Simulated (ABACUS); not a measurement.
# GaP (R-3m) in ABACUS: equation of state, part 2 of 2

ABACUS 3.10.1. Earlier steps stand in the parts before.

### 4 Equation of state, PBE, 20.61 Å³/atom (volume scaled by 0.98)

INPUT

```
INPUT_PARAMETERS
suffix              GaP
calculation         scf
basis_type          pw
pseudo_dir          ./
symmetry            1
dft_functional      pbe
ecutwfc             81
pseudo_rcut         10
nspin               1
nbands              22
ks_solver           dav
smearing_method     fd
smearing_sigma      0.00367493
scf_thr             1e-08
scf_nmax            100
mixing_type         broyden
mixing_beta         0.7
cal_force           1
cal_stress          1
kpar                4
```

STRU

```
ATOMIC_SPECIES
Ga 69.7230 Ga.upf
P 30.9738 P.upf

LATTICE_CONSTANT
1.8897261246

LATTICE_VECTORS
1.9299744123 1.1142712464 6.3876490005
-1.9299744123 1.1142712464 6.3876490005
0.0000000000 -2.2285424929 6.3876490005

ATOMIC_POSITIONS
Direct

Ga
0.0
2
0.5646280000 0.5646280000 0.5646280000 1 1 1
0.4353720000 0.4353720000 0.4353720000 1 1 1

P
0.0
2
0.9426110000 0.9426110000 0.9426110000 1 1 1
0.0573890000 0.0573890000 0.0573890000 1 1 1
```

KPT

```
K_POINTS
0
Gamma
8 8 8 0 0 0
```

Potentials or basis: PseudoDojo NC SR 0.4.1 PBE standard, plane waves.

Command:

```console
OMP_NUM_THREADS=1 mpirun -np 4 abacus > log
```

running log:

```text
ABACUS v3.10.1

               Atomic-orbital Based Ab-initio Computation at UStc

 ------------------------------------------------------------------------------------

 READING GENERAL INFORMATION
                           global_out_dir = OUT.GaP/
                           global_in_card = INPUT
                               pseudo_dir = ./
                              orbital_dir =
                                    DSIZE = 4
                                    GSIZE = 1

 READING UNITCELL INFORMATION
                                    ntype = 2
                  lattice constant (Bohr) = 1.88973
              lattice constant (Angstrom) = 1

 READING ATOM TYPE 1
                               atom label = Ga
                      L=0, number of zeta = 1
                      L=1, number of zeta = 1
                      L=2, number of zeta = 1
             number of atom for this type = 2

 READING ATOM TYPE 2
                               atom label = P
                      L=0, number of zeta = 1
                      L=1, number of zeta = 1
                      L=2, number of zeta = 1
             number of atom for this type = 2

                        TOTAL ATOM NUMBER = 4
DIRECT COORDINATES
    atom                   x                   y                   z     mag                  vx                  vy                  vz
taud_Ga1            0.5646280000        0.5646280000        0.5646280000  0.0000        0.0000000000        0.0000000000        0.0000000000
taud_Ga2            0.4353720000        0.4353720000        0.4353720000  0.0000        0.0000000000        0.0000000000        0.0000000000
taud_P1            0.9426110000        0.9426110000        0.9426110000  0.0000        0.0000000000        0.0000000000        0.0000000000
taud_P2            0.0573890000        0.0573890000        0.0573890000  0.0000        0.0000000000        0.0000000000        0.0000000000

                          Volume (Bohr^3) = 556.2
                             Volume (A^3) = 82.4203

 Lattice vectors: (Cartesian coordinate: in unit of a_0)
             +1.92997            +1.11427            +6.38765
             -1.92997            +1.11427            +6.38765
                   +0            -2.22854            +6.38765
 Reciprocal vectors: (Cartesian coordinate: in unit of 2 pi/a_0)
            +0.259071           +0.149575           +0.052184
            -0.259071           +0.149575           +0.052184
                   +0           -0.299149           +0.052184
 The esolver type has been set to : ksdft_pw

                PAO radial cut off (Bohr) = 10

 Read in pseudopotential file is Ga.upf
                     pseudopotential type = NC
          exchange-correlation functional = PBE
                 nonlocal core correction = 1
                        valence electrons = 13
                                     lmax = 2
                           number of zeta = 3
                     number of projectors = 6
                           L of projector = 0
[... 5 lines left out ...]
                PAO radial cut off (Bohr) = 10

 Read in pseudopotential file is P.upf
                     pseudopotential type = NC
          exchange-correlation functional = PBE
                 nonlocal core correction = 1
                        valence electrons = 5
                                     lmax = 2
                           number of zeta = 2
                     number of projectors = 6
                           L of projector = 0
                           L of projector = 0
                           L of projector = 1
                           L of projector = 1
                           L of projector = 2
                           L of projector = 2
     initial pseudo atomic orbital number = 26

 SETUP THE ELECTRONS NUMBER
            electron number of element Ga = 13
      total electron number of element Ga = 26
             electron number of element P = 5
[... 133 lines left out ...]
      29  0.25000000  0.25000000  0.12500000  0.0117      82
      30  0.37500000  0.25000000  0.12500000  0.0234      83
[... 35 further k points ...]

                               nkstot now = 65
[... K-POINTS DIRECT COORDINATES: 65 rows ...]

           k-point number in this process = 17
       minimum distributed K point number = 16
[... stars of the k points ...]

[... K-POINTS CARTESIAN COORDINATES: 17 rows ...]

[... K-POINTS DIRECT COORDINATES: 17 rows ...]

 SETUP PLANE WAVES FOR WAVE FUNCTIONS
     energy cutoff for wavefunc (unit:Ry) = 81
              fft grid for wave functions = [ 75, 75, 75 ]
                    number of plane waves = 8131
                         number of sticks = 647

 PARALLEL PW FOR WAVE FUNCTIONS
     PROC   COLUMNS(POT)             PW
        1            647           8131
 --------------- sum -------------------
        1            647           8131

 SETUP NONLOCAL PSEUDOPOTENTIALS IN PLANE WAVE BASIS
 Ga non-local projectors:
 projector 1 L=0
 projector 2 L=0
 projector 3 L=1
 projector 4 L=1
 projector 5 L=2
 projector 6 L=2
 P non-local projectors:
 projector 1 L=0
 projector 2 L=0
 projector 3 L=1
 projector 4 L=1
 projector 5 L=2
 projector 6 L=2
      TOTAL NUMBER OF NONLOCAL PROJECTORS = 72

 Init Non-Local PseudoPotential table :
 Init Non-Local-Pseudopotential done.

                                     npwx = 6875

 Make real space PAO into reciprocal space.
       max mesh points in Pseudopotential = 1001
     dq(describe PAO in reciprocal space) = 0.01
                                    max q = 1084

 number of pseudo atomic orbitals for Ga is 3
WARNING: norm of atomic wavefunction # 2 of atomic type Ga is 0.999997, renormalized
WARNING: norm of atomic wavefunction # 3 of atomic type Ga is 0.998668, renormalized

 number of pseudo atomic orbitals for P is 2
WARNING: norm of atomic wavefunction # 2 of atomic type P is 0.999977, renormalized

 -------------------------------------------
 SELF-CONSISTENT
 -------------------------------------------

                                 init_chg = atomic

 PW ALGORITHM --------------- ION=   1  ELEC=   1--------------------------------

 Notice: Threshold on eigenvalues was too large.
 hsover_error=0.36 > DRHO=0.10195
 Origin diag ethr = 0.01
 New diag ethr = 0.000283194

 Density error is 0.102716000629
                          Error Threshold = 0.00028319375366
----------------------------------------------------------
     Energy           Rydberg                 eV
----------------------------------------------------------
 E_KohnSham     -333.6629533903      -4539.7173776170
 E_Harris       -334.8436946185      -4555.7821861842
 E_Fermi        0.5707325863         7.7652152078
----------------------------------------------------------
[... 75 lines left out ...]
 Density error is 3.31012573987e-09
                          Error Threshold = 8.55844950775e-11
----------------------------------------------------------
     Energy           Rydberg                 eV
----------------------------------------------------------
 E_KohnSham     -333.6770477765      -4539.9091415785
 E_KS(sigma->0) -333.6770476351      -4539.9091396546
 E_Harris       -333.6763573116      -4539.8997473221
 E_band         -7.4377486170        -101.1957614834
 E_one_elec     -159.9898538625      -2176.7736347169
 E_Hartree      107.7440657543       1465.9332199451
 E_xc           -92.0051115148       -1251.7937617271
 E_Ewald        -189.4261478707      -2577.2749612318
 E_entropy(-TS) -0.0000002828        -0.0000038478
 E_descf        0.0000000000         0.0000000000
 E_exx          0.0000000000         0.0000000000
 E_Fermi        0.5991734660         8.1521732274
----------------------------------------------------------

 charge density convergence is achieved
 final etot is -4539.9091416 eV
 EFERMI = 8.1521732274 eV

 STATE ENERGY(eV) AND OCCUPATIONS    NSPIN == 1
 1/17 kpoint (Cartesian) = 0.0000 0.0000 0.0000 (6875 pws)
       1       -7.06471     0.00390625
       2       -6.93129     0.00390625
       3       -6.93129     0.00390625
       4       -6.91649     0.00390625
       5       -6.91649     0.00390625
       6       -6.86362     0.00390625
[... 134 lines left out ...]
      21        10.9377    1.49764e-26
      22        11.6246    1.61732e-32

[... levels at 11 further k points ...]

------------------------------------------------------------------------------------------
 TOTAL-FORCE (eV/Angstrom)
------------------------------------------------------------------------------------------
                       Ga1         0.0000000000         0.0000000000        -0.0686371022
                       Ga2         0.0000000000         0.0000000000         0.0686371022
                        P1         0.0000000000         0.0000000000        -0.1046800681
                        P2         0.0000000000         0.0000000000         0.1046800681
------------------------------------------------------------------------------------------

----------------------------------------------------------------
 TOTAL-STRESS (KBAR)
----------------------------------------------------------------
        15.1090622844         0.0000000000         0.0000000000
        -0.0000000000        15.1090622854         0.0000000001
        -0.0000000000         0.0000000001        19.4179575531
----------------------------------------------------------------
 TOTAL-PRESSURE: 16.545361 KBAR

 --------------------------------------------
 !FINAL_ETOT_IS -4539.9091415785360368 eV
 --------------------------------------------
```

Wall time 44 s (4 MPI ranks of AMD EPYC 9R45 (Zen 5), shared host); peak memory 0.88 GiB.

Results:

| Item | Value |
| --- | --- |
| Free energy | -4539.9091 eV |
| Pressure | 1.7 GPa |
| Largest force | 0.105 eV/Å |
| Band gap on the k mesh | 0.82 eV, indirect (least direct gap 1.16 eV) |

Caveat: there are fewer bands than atomic start orbitals, so a level may be missed at k points of high symmetry.

### 5 Equation of state, PBE, 21.03 Å³/atom

INPUT is that of step 4.

Changes to STRU since step 4:

```diff
@@ -8,5 +8,5 @@
 LATTICE_VECTORS
-1.9299744123 1.1142712464 6.3876490005
--1.9299744123 1.1142712464 6.3876490005
-0.0000000000 -2.2285424929 6.3876490005
+1.9430151755 1.1218003346 6.4308101003
+-1.9430151755 1.1218003346 6.4308101003
+0.0000000000 -2.2436006692 6.4308101003
```

KPT is that of step 4.

Command:

```console
OMP_NUM_THREADS=1 mpirun -np 4 abacus > log
```

Wall time 44 s (4 MPI ranks of AMD EPYC 9R45 (Zen 5), shared host); peak memory 0.88 GiB.

It converged, with:

- Free energy: -4539.9185 eV
- Pressure: 0.1 GPa
- Largest force: 0.053 eV/Å
- Band gap on the k mesh: 0.82 eV, indirect (least direct gap 1.13 eV)

Caveat: there are fewer bands than atomic start orbitals, so a level may be missed at k points of high symmetry.

### 6 Equation of state, PBE, 21.45 Å³/atom (volume scaled by 1.02)

INPUT is that of step 5.

Changes to STRU since step 5:

```diff
@@ -8,5 +8,5 @@
 LATTICE_VECTORS
-1.9430151755 1.1218003346 6.4308101003
--1.9430151755 1.1218003346 6.4308101003
-0.0000000000 -2.2436006692 6.4308101003
+1.9558832007 1.1292296924 6.4733994878
+-1.9558832007 1.1292296924 6.4733994878
+0.0000000000 -2.2584593848 6.4733994878
```

KPT is that of step 5.

Potentials or basis: PseudoDojo NC SR 0.4.1 PBE standard, plane waves.

Command:

```console
OMP_NUM_THREADS=1 mpirun -np 4 abacus > log
```

Run time: 44 s. Hardware: 4 MPI ranks of AMD EPYC 9R45 (Zen 5), shared host; peak memory 0.92 GiB.

The run converged. Its results:

* Free energy: -4539.9128 eV
* Pressure: -1.2 GPa
* Largest force: 0.019 eV/Å
* Band gap on the k mesh: 0.81 eV, indirect (least direct gap 1.07 eV)

Caveat: there are fewer bands than atomic start orbitals, so a level may be missed at k points of high symmetry.

### 7 Equation of state, PBE, 21.87 Å³/atom (volume scaled by 1.04)

INPUT is that of step 6.

Changes to STRU since step 6:

```diff
@@ -8,5 +8,5 @@
 LATTICE_VECTORS
-1.9558832007 1.1292296924 6.4733994878
--1.9558832007 1.1292296924 6.4733994878
-0.0000000000 -2.2584593848 6.4733994878
+1.9685840968 1.1365625582 6.5154357273
+-1.9685840968 1.1365625582 6.5154357273
+0.0000000000 -2.2731251164 6.5154357273
```

KPT is that of step 6.

Command:

```console
OMP_NUM_THREADS=1 mpirun -np 4 abacus > log
```

Run time: 44 s. Hardware: 4 MPI ranks of AMD EPYC 9R45 (Zen 5), shared host; peak memory 0.92 GiB.

The run converged. Its results:

| Quantity | Value |
| --- | --- |
| Free energy | -4539.8936 eV |
| Pressure | -2.4 GPa |
| Largest force | 0.040 eV/Å |
| Band gap on the k mesh | 0.79 eV, indirect (least direct gap 1.02 eV) |

Caveat: there are fewer bands than atomic start orbitals, so a level may be missed at k points of high symmetry.

### 8 Equation of state, PBE, 22.29 Å³/atom (volume scaled by 1.06)

INPUT is that of step 7.

Changes to STRU since step 7:

```diff
@@ -8,5 +8,5 @@
 LATTICE_VECTORS
-1.9685840968 1.1365625582 6.5154357273
--1.9685840968 1.1365625582 6.5154357273
-0.0000000000 -2.2731251164 6.5154357273
+1.9811231871 1.1438020054 6.5569364368
+-1.9811231871 1.1438020054 6.5569364368
+0.0000000000 -2.2876040107 6.5569364368
```

KPT is that of step 7.

Command:

```console
OMP_NUM_THREADS=1 mpirun -np 4 abacus > log
```

Run time: 44 s. Hardware: 4 MPI ranks of AMD EPYC 9R45 (Zen 5), shared host; peak memory 0.92 GiB.

The run converged. Its results:

```
Free energy            : -4539.8624 eV
Pressure               : -3.5 GPa
Largest force          : 0.081 eV/Å
Band gap on the k mesh : 0.78 eV, indirect (least direct gap 0.96 eV)
```

Caveat: there are fewer bands than atomic start orbitals, so a level may be missed at k points of high symmetry.

### 9 Equation of state, PBE

Potentials or basis: PseudoDojo NC SR 0.4.1 PBE standard, plane waves.

This step only gathers the single runs of the series.

Results:

- Equilibrium volume: 21.07 Å³/atom
- Bulk modulus at fixed shape and positions: 71 GPa
- Pressure derivative of the bulk modulus: 4.6

Energy against volume, from the lowest point:
```
volume (Å³/atom)  energy (meV/atom)
          19.764              20.13
          20.185               8.89
          20.605               2.34
          21.026               0.00
          21.446               1.42
          21.867               6.21
          22.287              14.01
```

Caveat: the cell was scaled at fixed shape and fractional positions, which overstates the stiffness of a crystal with free parameters, most of all of layers and chains.
